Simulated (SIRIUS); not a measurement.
TiCo under changes of volume

One of the cells (13.313 Å³/atom); the others are scaled copies at fixed shape and fractional positions:

```xyz
2
Lattice="2.9861 0.0000 0.0000 0.0000 2.9861 0.0000 0.0000 0.0000 2.9861" Properties=species:S:1:pos:R:3 pbc="T T T"
Co    1.4931    1.4931    1.4931
Ti    0.0000    0.0000    0.0000
```

The cell comes from a database or a generator and needn't be the stable form of this composition.

| Property | Result |
| --- | --- |
| Program | SIRIUS 7.12.0 |
| Functional | BLYP |
| Potentials or basis | all-electron FP-LAPW |
| Cutoff | 190 eV |
| Basis | apw+lo standard |
| k mesh | 9 × 9 × 9 |
| Occupations | fermi-dirac, width 0.05 eV |
| Spin | collinear spin, ferromagnetic start |
| Starting moments | [2.0, 1.0] μB |

```csv
volume (Å³/atom),energy over the lowest point (meV/atom),moment (μB per cell)
12.515,53.94,0.61
12.781,30.82,0.66
13.047,14.55,0.70
13.313,?,?
13.580,0.00,0.79
13.846,0.71,0.82
```

Task: What does the run at 13.313 Å³/atom give?

Result: Energy over the lowest point 4.62 meV/atom; moment 0.75 μB per cell.

Worked out: A Birch-Murnaghan fit of order 3 (a polynomial in V^(-2/3)) to the other rows has its minimum at 13.67 Å³/atom with B0 = V·E''(V) = 153 GPa and B' = 3.8. It gives 4.46 meV/atom at 13.313 Å³/atom, against the run's 4.62. A straight line through the other rows of the moment, of slope 0.159 μB per Å³/atom, gives 0.74 μB, against the run's 0.75.

Energies are extrapolated to zero smearing.
